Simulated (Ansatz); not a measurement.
**Pd in Ansatz: the effect of functional**

The system is Pd.

```
CELL_PARAMETERS angstrom
0.00000 1.94650 1.94650
1.94650 0.00000 1.94650
1.94650 1.94650 0.00000
ATOMIC_POSITIONS crystal
Pd 0.00000 0.00000 0.00000
```

Alike in all runs:

| Quantity | Value |
| --- | --- |
| Program | Ansatz 0.2.0 |
| Task | projected density of states |
| Potentials or basis | Ansatz PAW |
| k mesh | 7 × 7 × 7 |
| Occupations | fermi-dirac, width 0.05 eV |
| Spin | no spin polarisation |

| functional | cutoff | pressure (GPa) |
| --- | --- | --- |
| LDA | 420 eV (not typed: the program's choice for these potentials) | -7.8 |
| PBE | 420 eV (not typed: the program's choice for these potentials) | 7.9 |
| PBEsol | 420 eV (not typed: the program's choice for these potentials) | -2.0 |
| RPBE | 420 eV (not typed: the program's choice for these potentials) | 12.6 |
| revPBE | 420 eV (not typed: the program's choice for these potentials) | 11.3 |
| BLYP | 420 eV (not typed: the program's choice for these potentials) | 18.8 |
| r2SCAN | 500 eV (not typed: the program's choice for these potentials) | 2.8 |
| HSE06 | 420 eV (not typed: the program's choice for these potentials) | 2.1 |
| PBE0 | 420 eV (not typed: the program's choice for these potentials) | 2.3 |
| r2SCAN0 | 500 eV (not typed: the program's choice for these potentials) | ? |

Q: What does the run with functional r2SCAN0 give?

A: Pressure -0.3 GPa.

Caveats: all runs use coarse meshes; the PAW data sets come from PBE, with cores solved anew for the run's functional, which leaves a small shift of forces and pressure (some runs); the thresholds are loose for stress (some runs).
